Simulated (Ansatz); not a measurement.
Two Ansatz runs on TaN

The cell is the one relaxed in the Materials Project (mp-1459), not relaxed further here; entries there can be hypothetical.

First run: DFT, PBEsol, PAW with Ansatz's default frozen-core files, scalar-relativistic (Ansatz 0.2.0).

Command: `ansatz run input.yaml --threads 1 --pin off --max-ram 2048MiB --backend cpu --events-out ev --progress --plain --runs-dir out` The run took 6.5 s on 1 thread of Arm Neoverse V1, with other jobs on the host, peak memory 0.37 GiB.

```yaml
crystal:
  lattice:
    - [2.9399421781, 0.0, 0.0]
    - [-1.4699710891, 2.5460646119, 0.0]
    - [0.0, 0.0, 2.89017508]
  atoms:
    - { symbol: Ta, position: [0.0, 0.0, 0.5] }
    - { symbol: "N", position: [0.6666666667, 0.3333333333, 0.0] }
kpoints:
  mp_grid: { grid: [13, 13, 11] }
  band_path:
    path:
      - [0.0, 0.0, 0.0]
      - [0.5, 0.0, 0.0]
      - [0.3333333333, 0.3333333333, 0.0]
      - [0.0, 0.0, 0.0]
      - [0.0, 0.0, 0.5]
      - [0.5, 0.0, 0.5]
      - [0.3333333333, 0.3333333333, 0.5]
      - [0.0, 0.0, 0.5]
      - [0.5, 0.0, 0.5]
    npoints: 5
scf:
  occupations: { method: fermi_dirac, width: 0.05 }
hamiltonian:
  xc: pbesol
  pseudopotentials: { kind: paw }
output:
  forces: true
  stress: true
  eigenvalues: true
  efg: { contact_densities: true }
```

Result: converged; pressure -6.20 GPa; no gap on the k mesh; 6 SCF iterations.

No spin–orbit coupling, which matters for the heavy atoms here.

The input is then changed:

```diff
@@ -8,5 +8,5 @@
     - { symbol: "N", position: [0.6666666667, 0.3333333333, 0.0] }
 kpoints:
-  mp_grid: { grid: [13, 13, 11] }
+  mp_grid: { grid: [10, 10, 9] }
   band_path:
     path:
```

Q: What does the second run give?

A: It converged; energy at zero smearing -0.4 meV/atom from the first run; pressure -6.21 GPa; no gap on the k mesh; 6 SCF iterations. Some of these settings are too coarse for converged properties.
